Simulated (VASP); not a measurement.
# PbSe (Pm-3m) in VASP: notebook

The runs below take PbSe through single point, with PBEsol.

Program: VASP 6.6.1. These are calculated values, not measurements. Logs are shortened: lines on timing, memory, paths and dates and some standing lists are left out, and cuts for length are marked.

## Step 1: The structure

It takes space group Pm-3m (No. 221, cubic). The conventional cell has a = 3.784 Å, b = 3.784 Å, c = 3.784 Å, α = 90.00°, β = 90.00°, γ = 90.00°. Pb (site symmetry m-3m) has 8 Se at 3.28 Å as nearest neighbours. Around Se (site symmetry m-3m) lie 8 Pb at 3.28 Å.

Measurements of this composition are mostly on another form, of space group No. 225.

## Step 2: Single point, PBEsol

The input, INCAR:

```
SYSTEM = PbSe
  ADDGRID = .False.
  ALGO = Normal
  EDIFF = 1E-6
  ENCUT = 460
  GGA = PS
  ISIF = 2
  ISMEAR = -5
  LASPH = .True.
  LCHARG = .False.
  LREAL = .False.
  LWAVE = .False.
  NELM = 100
  PREC = Accurate
  SIGMA = 0.05
```

The input, KPOINTS:

```
k-points
0
Gamma
  7 7 7
  0 0 0
```

The input, POSCAR:

```
PbSe
1.0
    3.7843220000      0.0000000000      0.0000000000
    0.0000000000      3.7843220000      0.0000000000
    0.0000000000      0.0000000000      3.7843220000
Pb Se
1 1
Direct
    0.0000000000      0.0000000000      0.0000000000
    0.5000000000      0.5000000000      0.5000000000
```

Potentials or basis: VASP PAW PBE potentials, release 64 (Pb_d, Se).

On the command line:

```
$ cat potpaw_PBE.64/Pb_d/POTCAR potpaw_PBE.64/Se/POTCAR > POTCAR
$ mpirun -np 1 vasp_std > vasp.out
```

OUTCAR:

```text
SYSTEM = PbSe
   EDIFF = 1E-6
   ENCUT = 460
   GGA = PS
   ISIF = 2
   ISMEAR = -5
   LASPH = .True.
   LREAL = .False.
   NELM = 100
   PREC = Accurate

 Found     20 irreducible k-points:

 Following reciprocal coordinates:
            Coordinates               Weight
  0.000000  0.000000  0.000000      1.000000
  0.142857  0.000000  0.000000      6.000000
  0.285714  0.000000  0.000000      6.000000
  0.428571  0.000000  0.000000      6.000000
  0.142857  0.142857  0.000000     12.000000
  0.285714  0.142857  0.000000     24.000000
   k-points           NKPTS =     20   k-points in BZ     NKDIM =     20   number of bands    NBANDS=     14
   number of dos      NEDOS =    301   number of ions     NIONS =      2
   total plane-waves  NPLWV =  21952
   dimension x,y,z NGX =    28 NGY =   28 NGZ =   28
   dimension x,y,z NGXF=    56 NGYF=   56 NGZF=   56
   ions per type =               1   1
   NGX,Y,Z   is equivalent  to a cutoff of  12.30, 12.30, 12.30 a.u.
   NGXF,Y,Z  is equivalent  to a cutoff of  24.60, 24.60, 24.60 a.u.
 SYSTEM =  PbSe
   PREC   = accura    normal or accurate (medium, high low for compatibility)
   ISTART =      0    job   : 0-new  1-cont  2-samecut
   ICHARG =      2    charge: 1-file 2-atom 10-const
   ISPIN  =      1    spin polarized calculation?
   LNONCOLLINEAR =      F non collinear calculations
   LSORBIT =      F    spin-orbit coupling
   LASPH  =      T    aspherical Exc in radial PAW
   ENCUT  =  460.0 eV  33.81 Ry    5.81 a.u.   6.62  6.62  6.62*2*pi/ulx,y,z
   NELM   =    100;   NELMIN=  2; NELMDL= -5     # of ELM steps
   EDIFF  = 0.1E-05   stopping-criterion for ELM
   LREAL  =      F    real-space projection
   EDIFFG = 0.1E-04   stopping-criterion for IOM
   NSW    =      0    number of steps for IOM
   IBRION =     -1    ionic relax: 0-MD 1-quasi-New 2-CG
   NFREE  =      0    steps in history (QN), initial steepest desc. (CG)
   ISIF   =      2    stress and relaxation
   ISYM   =      2    0-nonsym 1-usesym 2-fastsym
   POTIM  = 0.5000    time-step for ionic-motion
   TEBEG  =    0.0;   TEEND  =   0.0 temperature during run
   PSTRESS=    0.0 pullay stress
   NELECT =      20.0000    total number of electrons
   NUPDOWN=      -1.0000    fix difference up-down
   EMIN   =  10.00;   EMAX   =-10.00  energy-range for DOS
   EFERMI =   0.00;   METHOD = LEGACY
   ISMEAR =    -5;   SIGMA  =   0.05  broadening in eV -4-tet -1-fermi 0-gaus
   EFERMI_NEDOS =   21; number of points for ismear=-14 and -15
   IALGO  =     38    algorithm
   IMIX   =      4    mixing-type and parameters
     AMIX     =   0.40;   BMIX     =  1.00
     AMIX_MAG =   1.60;   BMIX_MAG =  1.00
  volume/ion in A,a.u.               =      27.10       182.87
  Fermi-wavevector in a.u.,A,eV,Ry     =   1.174258  2.219025 18.760817  1.378881
  Thomas-Fermi vector in A             =   2.310658
   LORBIT       =      0    0 simple, 1 ext, 2 COOP (PROOUT), +10 PAW based schemes
   GGA     = PS    functional components
   LHFCALC =     F    Hartree Fock is set to
   AEXX    =    0.0000 exact exchange contribution
   IVDW    =     0    specifies the selected vdW correction
   LEPSILON=     F    determine dielectric tensor
   LRPA    =     F    only Hartree local field effects (RPA)
 non-spin polarized calculation
 Fermi weights with tetrahedron method with Bloechl corrections
  energy-cutoff  :      460.00
  volume of cell :       54.20
 maximum number of plane-waves:      1235
 NGX is ok and might be reduce to    28
   NGX = 13   NGY = 13   NGZ = 13

 number of electron      20.0000009 magnetization

 Free energy of the ion-electron system (eV)
  ---------------------------------------------------
  ext. energy  EPLUGINS =         0.00000000
  ---------------------------------------------------
  free energy    TOTEN  =        -8.48133814 eV

  energy without entropy =       -8.48133814  energy(sigma->0) =       -8.48133814

 E-fermi :   5.1049     XC(G=0): -10.1181

 val. band max:        5.1982995685   @ k =   0.1429   0.1429   0.1429
 cond. band min:       4.9747747506   @ k =   0.4286   0.4286   0.4286
 fundamental gap:     -0.2235248179
 Fermi energy:         5.1049435728

 k-point     1 :       0.0000    0.0000    0.0000
  band No.  band energies     occupation
      1     -11.6898      2.00000
      2     -11.6898      2.00000
      3     -11.5381      2.00000
      4     -11.5381      2.00000
      5     -11.5381      2.00000
      6      -8.0025      2.00000
      7      -1.9006      2.00000
      8       3.7176      2.00000
      9       3.7176      2.00000
     10       3.7176      2.00487
     11      10.2388      0.00000
     12      10.2388      0.00000
     13      11.2251      0.00000
     14      11.2251      0.00000

 k-point     2 :       0.1429    0.0000    0.0000
  band No.  band energies     occupation
      1     -11.6885      2.00000
      2     -11.6678      2.00000
      3     -11.5463      2.00000
      4     -11.5463      2.00000
      5     -11.5374      2.00000
      6      -7.8525      2.00000
      7      -2.1989      2.00000
      8       3.6183      2.00000
      9       3.8934      2.00000
     10       3.8934      2.01853
     11       9.5588      0.00000
     12      10.3970      0.00000
     13      10.7439      0.00000
     14      10.7439      0.00000
[... 37 lines left out ...]
      1     -11.6771      2.00000
      2     -11.6556      2.00000
      3     -11.5563      2.00000
      4     -11.5461      2.00000
      5     -11.5446      2.00000
      6      -7.7050      2.00000
      7      -2.3769      2.00000
      8       2.9515      2.00000
      9       4.0563      2.00000
     10       4.5203      2.06504
     11       8.5911      0.00000
     12      10.2003      0.00000
     13      10.4459      0.00000
     14      11.1625      0.00000

 k-point     6 :       0.2857    0.1429    0.0000
  band No.  band energies     occupation
      1     -11.6705      2.00000
      2     -11.6093      2.00000
      3     -11.5785      2.00000
      4     -11.5632      2.00000
      5     -11.5433      2.00000
      6      -7.3128      2.00000
      7      -2.9187      2.00000
      8       2.6640      2.00000
      9       4.4848      2.00000
     10       4.9898      2.00289
     11       6.9492      0.00000
     12       9.6514      0.00000
     13       9.7185      0.00000
     14      11.7199      0.00000

 [... further k-points ...]

------------------------ aborting loop because EDIFF is reached ----------------------------------------

  FORCE on cell =-STRESS in cart. coord.  units (eV):
  Direction    XX          YY          ZZ          XY          YZ          ZX
  --------------------------------------------------------------------------------------
  -------------------------------------------------------------------------------------
  Total       -0.9598403     -0.9598403     -0.9598403      0.0000000      0.0000000     -0.0000000
  in kB      -28.3756158    -28.3756158    -28.3756158      0.0000000      0.0000000     -0.0000000
  external PRESSURE =     -28.3756158 kB  Pullay stress =       0.0000000 kB

 VOLUME and BASIS-vectors are now :
 -----------------------------------------------------------------------------
  energy-cutoff  :      460.00
  volume of cell :       54.20
      direct lattice vectors                 reciprocal lattice vectors
     3.784322000  0.000000000  0.000000000     0.264248127  0.000000000  0.000000000
     0.000000000  3.784322000  0.000000000     0.000000000  0.264248127  0.000000000
     0.000000000  0.000000000  3.784322000     0.000000000  0.000000000  0.264248127

 POSITION                                       TOTAL-FORCE (eV/Angst)
 -----------------------------------------------------------------------------------
      0.00000      0.00000      0.00000         0.000000      0.000000      0.000000
      1.89216      1.89216      1.89216         0.000000      0.000000      0.000000
 -----------------------------------------------------------------------------------
    total drift:                               -0.000000      0.000000     -0.000000

  FREE ENERGIE OF THE ION-ELECTRON SYSTEM (eV)
  ---------------------------------------------------
  free  energy   TOTEN  =        -8.4813381411 eV

  energy  without entropy=       -8.4813381411  energy(sigma->0) =       -8.48133814
```

It took 13 s on 1 thread of Intel Xeon Platinum 8488C (Sapphire Rapids), shared host; peak memory 0.15 GiB.

The run converged, but some of its settings lie outside the range that counts as converged, so its numbers aren't taken as properties of the crystal.

Results:

```
Free energy            : -8.4813 eV
Pressure               : -2.8 GPa
Band gap on the k mesh : none (metal or under the smearing width)
```

Caveat: the PAW data sets were made with another functional, which shifts forces and pressure a little; tetrahedron occupations give inexact forces and stress in metals.

## Step 3: Single point, PBEsol

INCAR is that of step 2.

KPOINTS is that of step 2.

The input, POSCAR:

```
PbSe
1.0
    3.7843220000      0.0000000000      0.0000000000
    0.0000000000      3.7843220000      0.0000000000
    0.0000000000      0.0000000000      3.7843220000
Pb Se
1 1
Direct
    0.0499830000      0.0304240000      0.0268320000
    0.4857650000      0.4915870000      0.4882140000
```

Potentials or basis: VASP PAW PBE potentials, release 64 (Pb_d, Se).

On the command line:

```
$ cat potpaw_PBE.64/Pb_d/POTCAR potpaw_PBE.64/Se/POTCAR > POTCAR
$ mpirun -np 1 vasp_std > vasp.out
```

Run time: 69 s. Hardware: 1 thread of Intel Xeon Platinum 8488C (Sapphire Rapids), shared host; peak memory 0.24 GiB.

These settings aren't checked as converged: the numbers below hold their error.

What came out:

```
Free energy            : -8.5149 eV
Pressure               : -1.6 GPa
Largest force          : 0.202 eV/Å
Band gap on the k mesh : none (metal or under the smearing width)
```

Caveat: the PAW data sets were made with another functional, which shifts forces and pressure a little; tetrahedron occupations give inexact forces and stress in metals.

## Step 4: Single point, PBEsol

Changes to INCAR since step 3:

```diff
@@ -4,6 +4,6 @@
   EDIFF = 1E-6
-  ENCUT = 460
+  ENCUT = 520
   GGA = PS
   ISIF = 2
-  ISMEAR = -5
+  ISMEAR = 0
   LASPH = .True.
```

KPOINTS is that of step 3.

The input, POSCAR:

```
PbSe
1.0
    3.7843220000      0.0000000000      0.0000000000
    0.0000000000      3.7843220000      0.0000000000
    0.0000000000      0.0000000000      3.7843220000
Pb Se
1 1
Direct
    0.0000000000      0.0000000000      0.0000000000
    0.5000000000      0.5000000000      0.5000000000
```

On the command line:

```
$ cat potpaw_PBE.64/Pb_d/POTCAR potpaw_PBE.64/Se/POTCAR > POTCAR
$ mpirun -np 1 vasp_std > vasp.out
```

It took 11 s on 1 thread of Intel Xeon Platinum 8488C (Sapphire Rapids), shared host; peak memory 0.16 GiB.

These settings aren't checked as converged: the numbers below hold their error.

What came out:

| Quantity | Value |
| --- | --- |
| Free energy | -8.4719 eV |
| Pressure | -3.2 GPa |
| Band gap on the k mesh | none (metal or under the smearing width) |

Caveat: the PAW data sets were made with another functional, which shifts forces and pressure a little.

## Step 5: Single point, PBEsol

INCAR is that of step 4.

KPOINTS is that of step 4.

The input, POSCAR:

```
PbSe
1.0
    3.7843220000      0.0000000000      0.0000000000
    0.0000000000      3.7843220000      0.0000000000
    0.0000000000      0.0000000000      3.7843220000
Pb Se
1 1
Direct
    0.0499830000      0.0304240000      0.0268320000
    0.4857650000      0.4915870000      0.4882140000
```

Potentials or basis: VASP PAW PBE potentials, release 64 (Pb_d, Se).

On the command line:

```
$ cat potpaw_PBE.64/Pb_d/POTCAR potpaw_PBE.64/Se/POTCAR > POTCAR
$ mpirun -np 1 vasp_std > vasp.out
```

OUTCAR:

```text
SYSTEM = PbSe
   EDIFF = 1E-6
   ENCUT = 520
   GGA = PS
   ISIF = 2
   ISMEAR = 0
   LASPH = .True.
   LREAL = .False.
   NELM = 100
   PREC = Accurate

 Found    172 irreducible k-points:

 Following reciprocal coordinates:
            Coordinates               Weight
  0.000000  0.000000  0.000000      1.000000
  0.142857  0.000000  0.000000      2.000000
  0.000000  0.142857  0.000000      2.000000
  0.000000  0.000000  0.142857      2.000000
  0.285714  0.000000  0.000000      2.000000
[... 179 lines left out ...]
------------------------ aborting loop because EDIFF is reached ----------------------------------------

  FORCE on cell =-STRESS in cart. coord.  units (eV):
  Direction    XX          YY          ZZ          XY          YZ          ZX
  --------------------------------------------------------------------------------------
  -------------------------------------------------------------------------------------
  Total       -0.6579882     -0.6043283     -0.6036072      0.1375655      0.1282112      0.1371953
  in kB      -19.4520079    -17.8656691    -17.8443499      4.0668290      3.7902878      4.0558844
  external PRESSURE =     -18.3873423 kB  Pullay stress =       0.0000000 kB

 VOLUME and BASIS-vectors are now :
 -----------------------------------------------------------------------------
  energy-cutoff  :      520.00
  volume of cell :       54.20
      direct lattice vectors                 reciprocal lattice vectors
     3.784322000  0.000000000  0.000000000     0.264248127  0.000000000  0.000000000
     0.000000000  3.784322000  0.000000000     0.000000000  0.264248127  0.000000000
     0.000000000  0.000000000  3.784322000     0.000000000  0.000000000  0.264248127

 POSITION                                       TOTAL-FORCE (eV/Angst)
 -----------------------------------------------------------------------------------
      0.18915      0.11513      0.10154         0.166496      0.061312      0.060535
      1.83829      1.86032      1.84756        -0.166496     -0.061312     -0.060535
 -----------------------------------------------------------------------------------
    total drift:                               -0.000529     -0.000374     -0.000380

  FREE ENERGIE OF THE ION-ELECTRON SYSTEM (eV)
  ---------------------------------------------------
  free  energy   TOTEN  =        -8.5089203316 eV

  energy  without entropy=       -8.5073260145  energy(sigma->0) =       -8.50812317
```

stdout:

```text
POSCAR found type information on POSCAR PbSe
 POSCAR found :  2 types and       2 ions
 scaLAPACK will be used
 -----------------------------------------------------------------------------
|                                                                             |
|                                                                             |
|     You enforced a specific xc type in the INCAR file but a different       |
|     I HOPE YOU KNOW WHAT YOU ARE DOING!                                     |
|                                                                             |
 -----------------------------------------------------------------------------

 LDA part: xc-table for (Slater+PW92), standard interpolation
 POSCAR, INCAR and KPOINTS ok, starting setup
 FFT: planning ... GRIDC
 FFT: planning ... GRID_SOFT
 FFT: planning ... GRID
 WAVECAR not read
 entering main loop
```

Wall time 68 s (1 thread of Intel Xeon Platinum 8488C (Sapphire Rapids), shared host); peak memory 0.26 GiB.

The run converged, but some of its settings lie outside the range that counts as converged, so its numbers aren't taken as properties of the crystal.

What came out:

```yaml
Free_energy: -8.5089 eV
Pressure: -1.8 GPa
Largest_force: 0.187 eV/Å
Band_gap_on_the_k_mesh: none (metal or under the smearing width)
```

Caveat: the PAW data sets were made with another functional, which shifts forces and pressure a little.

## Step 6: Single point, PBEsol

Changes to INCAR since step 5:

```diff
@@ -13,3 +13,3 @@
   NELM = 100
-  PREC = Accurate
+  PREC = Low
   SIGMA = 0.05
```

KPOINTS is that of step 5.

The input, POSCAR:

```
PbSe
1.0
    3.7843220000      0.0000000000      0.0000000000
    0.0000000000      3.7843220000      0.0000000000
    0.0000000000      0.0000000000      3.7843220000
Pb Se
1 1
Direct
    0.0000000000      0.0000000000      0.0000000000
    0.5000000000      0.5000000000      0.5000000000
```

Potentials or basis: VASP PAW PBE potentials, release 64 (Pb_d, Se).

On the command line:

```
$ cat potpaw_PBE.64/Pb_d/POTCAR potpaw_PBE.64/Se/POTCAR > POTCAR
$ mpirun -np 1 vasp_std > vasp.out
```

Wall time 8.8 s (1 thread of Intel Xeon Platinum 8488C (Sapphire Rapids), shared host); peak memory 0.12 GiB.

The run converged, but some of its settings lie outside the range that counts as converged, so its numbers aren't taken as properties of the crystal.

What came out:

* Free energy: -8.4733 eV
* Pressure: -3.2 GPa
* Band gap on the k mesh: none (metal or under the smearing width)

Caveat: the PAW data sets were made with another functional, which shifts forces and pressure a little.

## Step 7: The reference run

An earlier run on the cell as given: functional PBE; potentials or basis VASP PAW PBE potentials, release 64 (Pb_d, Se); cutoff 520 eV; k mesh 7 × 7 × 7; occupations fermi-dirac, width 0.05 eV; no spin polarisation.

* Pressure: -0.2 GPa
* Band gap on the k mesh: none (metal or under the smearing width)
